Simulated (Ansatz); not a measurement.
# W (Im-3m) in Ansatz: settings compared

Aim: see how the results for W move with the level of theory and the settings. Levels: PBEsol, LDA. Tasks: band structure.

Everything below comes from runs of Ansatz 0.2.0. Logs are shortened: lines on timing, memory, paths and dates and some standing lists are left out, and cuts for length are marked.

### 1 The structure

Symmetry: Im-3m, No. 229, cubic system. The conventional cell has a = 3.165 Å, b = 3.165 Å, c = 3.165 Å, α = 90.00°, β = 90.00°, γ = 90.00°. W (site symmetry m-3m) has 8 W at 2.74 Å as nearest neighbours.

### 2 Band structure, PBEsol, spin-orbit coupling, no magnetisation

input.yaml reads:

```yaml
crystal:
  lattice:
    - [-1.582345, 1.582345, 1.582345]
    - [1.582345, -1.582345, 1.582345]
    - [1.582345, 1.582345, -1.582345]
  atoms:
    - { symbol: W, position: [0.0, 0.0, 0.0] }
kpoints:
  mp_grid: { grid: [9, 9, 9] }
  band_path:
    path:
      - [0.0, 0.0, 0.0]
      - [0.5, -0.5, 0.5]
      - [0.0, 0.0, 0.5]
      - [0.0, 0.0, 0.0]
      - [0.25, 0.25, 0.25]
      - [0.5, -0.5, 0.5]
    npoints: 6
scf:
  occupations: { method: fermi_dirac, width: 0.05 }
hamiltonian:
  xc: pbesol
  pseudopotentials: { kind: all_electron, lapw: { basis_error: 0.001 } }
magnetization:
  noncollinear: true
  spin_orbit: true
output:
  forces: true
  stress: true
  eigenvalues: true
```

Potentials or basis: all-electron LAPW, relativistic spinors.

Command:

```sh
$ ansatz run input.yaml --threads 1 --pin off --max-ram 3072MiB --backend cpu --events-out ev --progress --plain --runs-dir out
```

Standard output:

```text
Warning: RAYON_NUM_THREADS=1 ignored (pool sized by the plan → 1); use --threads N
LAPW: plane waves up to 8.679 Å⁻¹, error target 1.0e-3 eV per atom; Dirac's equation on spinors; W in spheres of 1.370 Å, 44 of its electrons in bands (how accurate: hamiltonian.pseudopotentials.lapw.basis_error, Limitations)
Engine: ansatz 0.2.0, x86_64-unknown-linux-gnu
Pseudopotentials: kind: all_electron
Pseudopotential: W, LAPW, valence charge 44, lapw/all_electron/dirac/gaussian/W, Dirac's equation, gaussian nucleus
Functional definition: PBEsol
  exchange = pbesol_x
  correlation = pbesol_c
non-collinear run that drives no moment, with spin-orbit: no starting moment large enough to seed its density (crystal.atoms[].spin), no starting occupations that ask for one, no magnetisation constraint and no magnetic field, so the semilocal B_xc is pinned to zero
Crystal: 1 atoms, lattice volume = 15.848 Å³
Basis set: ecut = 286.9854202591647 eV, 177 PW (Γ), exchange–correlation at level 2
Bands: 54, of which v1, the nominal top of the filled ones, is band 44 counted from 1 (43 counted from 0)
Symmetry: 48 space group operations + 48 with time reversal
Magnetic group: BNS 229.141 (UNI 1643), of the structure as read, at distance tolerance 2.5e-5 Å
k-points: 35 of 729
Non-local potential: W, projectors of the file, none
Initial density: superposition of atomic densities (chi_scale 0.1, normalization cell)
Initial wavefunctions: plane waves of lowest kinetic energy (no species holds an atomic orbital)
Functional: x = pbesol(κ = 0.804, μ = 0.12345679012345678), c = pbesol(β = 0.046)
iter 1 solved again at ethr=2.37e-4 eV; its pass at ethr=1.00e-1 eV (dr2=1.04e-1 eV) is discarded
SCF iter   1: F=—  HF=-439710.995031 eV  |F-HF|=—  |Δ(HF+E_count)|=         —  Δρ=3.58e-2  dr2=1.05e-1  dr2_m=0.00e0 (ungated)  ethr=2.37e-4  |M|=0.00e0 ∫|m|=0.00e0 μB  β_m=0.30  ⟨swp⟩=2.9  Hψ=11541  notcnv=0
preconditioner: auto → none  [insulator: Δε(μ)=0.281 eV  Ē_g=31.456 eV  σ=0.050 eV  W_gap=0.70  n_scr=12 (ndim 8)  ℏωp=47.6 eV  f_vac=0.000  D(μ)=0.83/eV (n_scr^D=12)  ε∞_Penn≈3.3]
SCF iter   2: F=—  HF=-439710.823533 eV  |F-HF|=—  |Δ(HF+E_count)|=   1.71e-1  Δρ=2.11e-2  dr2=3.42e-2  dr2_m=0.00e0 (ungated)  ethr=2.37e-4  |M|=0.00e0 ∫|m|=0.00e0 μB  β_m=0.43  ⟨swp⟩=2.0  Hψ=5821  notcnv=0
iter 3 solved again at ethr=4.77e-6 eV; its pass at ethr=7.77e-5 eV (dr2=2.10e-3 eV) is discarded
SCF iter   3: F=—  HF=-439710.778345 eV  |F-HF|=—  |Δ(HF+E_count)|=   4.52e-2  Δρ=5.72e-3  dr2=2.10e-3  dr2_m=0.00e0 (ungated)  ethr=4.77e-6  |M|=0.00e0 ∫|m|=0.00e0 μB  β_m=0.45  ⟨swp⟩=2.0  Hψ=9466  notcnv=0
SCF iter   4: F=—  HF=-439710.777436 eV  |F-HF|=—  |Δ(HF+E_count)|=         —  Δρ=1.78e-3  dr2=1.96e-4  dr2_m=0.00e0 (ungated)  ethr=4.77e-6  |M|=0.00e0 ∫|m|=0.00e0 μB  β_m=0.61  ⟨swp⟩=2.0  Hψ=5505  notcnv=0
the basis was enlarged: its passes take 5.7 MiB over the memory plan, 1 of 1 planned eigensolver slots
SCF iter   5: F=—  HF=-439710.777395 eV  |F-HF|=—  |Δ(HF+E_count)|=   4.09e-5  Δρ=1.20e-4  dr2=1.09e-6  dr2_m=0.00e0 (ungated)  ethr=4.46e-7  |M|=0.00e0 ∫|m|=0.00e0 μB  β_m=0.67  ⟨swp⟩=2.0  Hψ=5505  notcnv=0
SCF iter   6: F=—  HF=-439710.777395 eV  |F-HF|=—  |Δ(HF+E_count)|=   2.09e-7  Δρ=6.05e-6  dr2=2.49e-9  dr2_m=0.00e0 (ungated)  ethr=2.48e-9  |M|=0.00e0 ∫|m|=0.00e0 μB  β_m=0.79  ⟨swp⟩=2.3  Hψ=5533  notcnv=0
SCF iter   7: F=-439710.777395 eV  HF=-439710.777395 eV  |F-HF|=6.40e-10  |Δ(HF+E_count)|=   4.35e-8  Δρ=7.95e-7  dr2=5.89e-11  dr2_m=0.00e0 (ungated)  ethr=1.62e-11 (applied; sched 5.67e-12)  |M|=0.00e0 ∫|m|=0.00e0 μB  ⟨swp⟩=3.0  Hψ=5677  notcnv=0
SCF 1 converged in 7 iterations: F = -439710.777395 eV  dr2 = 5.89e-11
NSCF: frozen V_eff on 31 k-points
SCF converged after 7 iterations
Magnetization: |M| = 0.0000 μB,  M = (+0.0000, +0.0000, +0.0000) μB
Absolute magnetization: 0.0000 μB (∫|m|)
  site 0: m = (+0.0000, +0.0000, +0.0000) μB, |m| = 0.0000 μB  (R = 1.37 Å)
Free energy (F): -439710.777395 eV
Harris-Foulkes:  -439710.777395 eV  (|F-HF|=6.40e-10)
Internal energy: -439710.768547 eV  (E = F + TS)
E sigma→0 (E₀):  -439710.772971 eV
Entropy (-TS):   -0.008848 eV (-8.848 meV/atom)
Fermi energy:    29.085207 eV
--- Per-component energies (eV) ---
  E_band       = -4369.887922
  E_kinetic    = 495127.515960
  E_xc         = -8724.664323
  E_electrostatic = -926113.620184  (all electrons and nuclei)
  E_smearing   = -0.008848  (= −TS)
  E_closure    = 0.000000  (closes the sum)
  E_atoms      = -439698.263677  (free atoms, spherical and without spin; not in F)
  Σ components = -439710.777395   (vs F -439710.777395, Δ=0.00e0)
  Basis errors (estimates in eV, not in F): energy 2.6e-4 per atom: plane waves 2.2e-4 (1.1e-4 summed), levels above the bands 3.4e-115, relativity 1.7e-7, radial functions 4.2e-5, core shells 2.5e-8; eigenvalues (radial functions only) 2.3e-6; not estimated: angular momenta, meshes, grids; target (lapw.basis_error) 1.0e-3; muffin-tin radii W 1.370 Å
--- Forces (eV/Å), atoms counted from 1 ---
  atom   1  W      0.00000000    -0.00000000     0.00000000
  max |Σ_I F_I| component: 1.13e-26 eV/Å
--- Stress (GPa, compression-positive) ---
       -2.918148      -0.000000      -0.000000
       -0.000000      -2.918148       0.000000
       -0.000000       0.000000      -2.918148
  P = ⅓ Tr σ = -2.9181 GPa (-29.181 kbar)
--- Band table (eV; the first three rows and the last of 35) ---
  k-point 0: bands = ["-437.4048", "-437.4048", "-369.5769", "-369.5769", "-369.5769", "-369.5769", "-211.0827", "-211.0827", "-211.0827", "-211.0827", "-198.5918", "-198.5918", "-198.5918", "-198.5918", "-198.5676", "-198.5676", "-44.9291", "-44.9291", "-15.9576", "-15.9576", "-5.8487", "-5.8487", "-5.8487", "-5.8487", "-0.2752", "-0.2752", "-0.2752", "-0.2752", "-0.2485", "-0.2485", "1.9550", "1.9550", "1.9550", "1.9550", "1.9704", "1.9704", "2.0059", "2.0059", "19.3583", "19.3583", "27.5666", "27.5666", "27.5666", "27.5666", "28.0786", "28.0786", "31.2929", "31.2929", "31.2929", "31.2929", "43.4843", "43.4843", "43.4991", "43.4991"]
  k-point 1: bands = ["-437.4048", "-437.4048", "-369.5769", "-369.5769", "-369.5769", "-369.5769", "-211.0827", "-211.0827", "-211.0827", "-211.0827", "-198.5918", "-198.5918", "-198.5918", "-198.5918", "-198.5676", "-198.5676", "-44.9132", "-44.9132", "-16.0003", "-16.0003", "-5.9970", "-5.9970", "-5.8776", "-5.8776", "-0.2758", "-0.2758", "-0.2750", "-0.2750", "-0.2488", "-0.2488", "1.9550", "1.9550", "1.9578", "1.9578", "1.9682", "1.9682", "2.0039", "2.0039", "19.9420", "19.9420", "27.3300", "27.3300", "27.5904", "27.5904", "28.4139", "28.4139", "30.8230", "30.8230", "31.3122", "31.3122", "43.9448", "43.9448", "44.4796", "44.4796"]
  k-point 2: bands = ["-437.4048", "-437.4048", "-369.5769", "-369.5769", "-369.5769", "-369.5769", "-211.0827", "-211.0827", "-211.0827", "-211.0827", "-198.5918", "-198.5918", "-198.5918", "-198.5918", "-198.5676", "-198.5676", "-44.8729", "-44.8729", "-16.1091", "-16.1091", "-6.3553", "-6.3553", "-5.9491", "-5.9491", "-0.2772", "-0.2772", "-0.2746", "-0.2746", "-0.2491", "-0.2491", "1.9553", "1.9553", "1.9626", "1.9626", "1.9647", "1.9647", "1.9996", "1.9996", "21.3877", "21.3877", "26.6184", "26.6184", "27.1607", "27.1607", "29.9844", "29.9844", "30.5631", "30.5631", "31.4677", "31.4677", "44.0167", "44.0167", "45.9300", "45.9300"]
  k-point 34: bands = ["-437.4048", "-437.4048", "-369.5769", "-369.5769", "-369.5769", "-369.5769", "-211.0827", "-211.0827", "-211.0827", "-211.0827", "-198.5918", "-198.5918", "-198.5918", "-198.5918", "-198.5676", "-198.5676", "-44.6969", "-44.6969", "-16.5143", "-16.5143", "-6.9328", "-6.9328", "-6.9084", "-6.9084", "-0.2742", "-0.2742", "-0.2740", "-0.2740", "-0.2556", "-0.2556", "1.9422", "1.9422", "1.9758", "1.9758", "1.9795", "1.9795", "1.9799", "1.9799", "23.2935", "23.2935", "23.3731", "23.3731", "32.5647", "32.5647", "33.2194", "33.2194", "34.0279", "34.0279", "35.8996", "35.8996", "38.2998", "38.2998", "39.4441", "39.4441"]
```

It took 76 s on 1 thread of Intel Xeon at 2.50GHz (Skylake/Cascade Lake), shared host; peak memory 0.47 GiB.

Results:

```yaml
Free_energy: -439710.7774 eV
Pressure: -2.9 GPa
Band_gap_along_the_path: none (metal or under the smearing width)
```

Levels at the corners of the path, in eV from the Fermi level:
```tsv
point	band 42	band 43	band 44	band 45	band 46	band 47
Γ	-1.52	-1.52	-1.52	-1.01	-1.01	2.21
H	-5.95	4.87	4.87	4.87	4.87	5.60
N	-3.68	0.49	0.49	2.03	2.03	3.05
Γ	-1.52	-1.52	-1.52	-1.01	-1.01	2.21
P	-2.88	-2.88	-2.88	3.22	3.22	3.22
H	-5.95	4.87	4.87	4.87	4.87	5.60
```

Caveat: the k mesh is thin for a metal, which can move the energy by tens of meV per atom.

### 3 Band structure, PBEsol

Edit input.yaml of step 2 so:

```diff
@@ -8,3 +8,3 @@
 kpoints:
-  mp_grid: { grid: [9, 9, 9] }
+  mp_grid: { grid: [12, 12, 12] }
   band_path:
@@ -17,3 +17,3 @@
       - [0.5, -0.5, 0.5]
-    npoints: 6
+    npoints: 12
 scf:
@@ -23,5 +23,2 @@
   pseudopotentials: { kind: all_electron, lapw: { basis_error: 0.001 } }
-magnetization:
-  noncollinear: true
-  spin_orbit: true
 output:
```

Potentials or basis: all-electron LAPW, scalar-relativistic.

Command:

```sh
$ ansatz run input.yaml --threads 1 --pin off --max-ram 3072MiB --backend cpu --events-out ev --progress --plain --runs-dir out
```

Run time: 24 s. Hardware: 1 thread of Intel Xeon at 2.50GHz (Skylake/Cascade Lake), shared host; peak memory 0.32 GiB.

Results (log left out):

```yaml
Free_energy: -439073.9861 eV
Pressure: -2.9 GPa
Band_gap_along_the_path: none (metal or under the smearing width)
```

Levels at the corners of the path, in eV from the Fermi level:
| point | band 20 | band 21 | band 22 | band 23 | band 24 | band 25 |
| --- | --- | --- | --- | --- | --- | --- |
| Γ | -9.56 | -1.16 | -1.16 | -1.16 | 2.31 | 2.31 |
| H | -5.77 | -5.77 | 5.25 | 5.25 | 5.25 | 8.33 |
| N | -6.20 | -3.50 | 0.79 | 2.21 | 3.19 | 6.25 |
| Γ | -9.56 | -1.16 | -1.16 | -1.16 | 2.31 | 2.31 |
| P | -2.88 | -2.88 | -2.88 | 3.36 | 3.36 | 6.66 |
| H | -5.77 | -5.77 | 5.25 | 5.25 | 5.25 | 8.33 |

Caveat: spin-orbit coupling is left out, which moves the levels of the heavy elements.

### 4 Band structure, LDA, spin-orbit coupling, no magnetisation

Edit input.yaml of step 3 so:

```diff
@@ -8,3 +8,3 @@
 kpoints:
-  mp_grid: { grid: [12, 12, 12] }
+  mp_grid: { grid: [9, 9, 9] }
   band_path:
@@ -17,3 +17,3 @@
       - [0.5, -0.5, 0.5]
-    npoints: 12
+    npoints: 10
 scf:
@@ -21,4 +21,7 @@
 hamiltonian:
-  xc: pbesol
+  xc: lda
   pseudopotentials: { kind: all_electron, lapw: { basis_error: 0.001 } }
+magnetization:
+  noncollinear: true
+  spin_orbit: true
 output:
```

Potentials or basis: all-electron LAPW, relativistic spinors.

Command:

```sh
$ ansatz run input.yaml --threads 1 --pin off --max-ram 3072MiB --backend cpu --events-out ev --progress --plain --runs-dir out
```

Wall time 77 s (1 thread of Intel Xeon at 2.50GHz (Skylake/Cascade Lake), shared host); peak memory 0.47 GiB.

It converged, with:

| Property | Result |
| --- | --- |
| Free energy | -439583.7265 eV |
| Pressure | -8.7 GPa |
| Band gap along the path | none (metal or under the smearing width) |

Levels at the corners of the path, in eV from the Fermi level:
```tsv
point	band 40	band 41	band 42	band 43	band 44	band 45	band 46	band 47	band 48	band 49
Γ	-9.67	-1.54	-1.54	-1.54	-1.54	-1.02	-1.02	2.17	2.17	2.17
H	-5.93	-5.93	-5.93	4.84	4.84	4.84	4.84	5.57	5.57	6.38
N	-6.35	-3.68	-3.68	0.60	0.60	1.99	1.99	3.00	3.00	6.11
Γ	-9.67	-1.54	-1.54	-1.54	-1.54	-1.02	-1.02	2.17	2.17	2.17
P	-3.47	-2.85	-2.85	-2.85	-2.85	3.16	3.16	3.16	3.16	6.47
H	-5.93	-5.93	-5.93	4.84	4.84	4.84	4.84	5.57	5.57	6.38
```

Caveat: the k mesh is thin for a metal, which can move the energy by tens of meV per atom.

### 5 Overview

```csv
level,potentials or basis,spin,k mesh,cutoff (eV),pressure (GPa)
PBEsol,"all-electron LAPW, relativistic spinors","SOC, no magnetisation",9 × 9 × 9,287,-2.9
PBEsol,"all-electron LAPW, scalar-relativistic",off,12 × 12 × 12,286,-2.9
LDA,"all-electron LAPW, relativistic spinors","SOC, no magnetisation",9 × 9 × 9,287,-8.7
```

Alike in all rows: task band structure; cell as given; smearing fermi-dirac 0.05 eV; basis error allowed 0.001 eV/atom.

Caveats: the k mesh is thin for a metal, which can move the energy by tens of meV per atom (some runs); spin-orbit coupling is left out, which moves the levels of the heavy elements (some runs).

Compare energies only between runs with the same functional and basis.
